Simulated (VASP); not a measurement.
Here is a VASP 6.6.1 calculation.

The input INCAR:

```
SYSTEM = C
PREC     = Accurate       ! precision mode
ENCUT    = 900            ! plane-wave cutoff, eV
EDIFF    = 1E-6           ! SCF threshold, eV
ISMEAR   = 0              ! smearing method
SIGMA    = 0.02           ! smearing width, eV
LREAL    = .FALSE.        ! projectors in reciprocal space
LASPH    = .TRUE.         ! aspherical terms in the spheres
NELM     = 60             ! most SCF steps
ALGO     = Normal         ! electronic algorithm
ISIF     = 2              ! what is computed and relaxed
LWAVE    = .FALSE.        ! write WAVECAR
LCHARG   = .FALSE.        ! write CHGCAR
GGA      = PS             ! functional
```

Contents of KPOINTS:

```
regular mesh
0
G
  16 16 10
  0 0 0
```

POSCAR

```
C
1.0
    2.1303800000     -1.2299500000     -0.0056400000
    2.1303800000      1.2299500000     -0.0056400000
   -1.3903300000      0.0000000000      3.5706600000
C
2
Direct
    0.8333500000      0.8333500000      0.0000500000
    0.1666500000      0.1666500000      0.9999500000
```

Potentials or basis: VASP PAW PBE potentials, release 64 (C_h).

The run is started by

```sh
$ cat potpaw_PBE.64/C_h/POTCAR > POTCAR
$ mpirun -np 1 vasp_std > vasp.out
```

What does it give for the band gap on the k mesh?

0.68 eV, indirect (least direct gap 0.68 eV).

Predict the pressure.

-0.4 GPa.

Stress tensor (GPa, compression positive):
```
-0.56  0.00 -0.01
 0.00 -0.55  0.00
-0.01  0.00  0.01
```

Caveat: the cutoff is under 1.25 times the usual one of these potentials, so pressure, stress and relaxed cells hold a basis-set (Pulay) error; the PAW data sets were made with another functional, which shifts forces and pressure a little; this functional lacks dispersion, which binds the layers, so the pressure and a relaxed spacing across them are unreliable. PBEsol gaps usually lie below the measured ones, often by a third to a half.
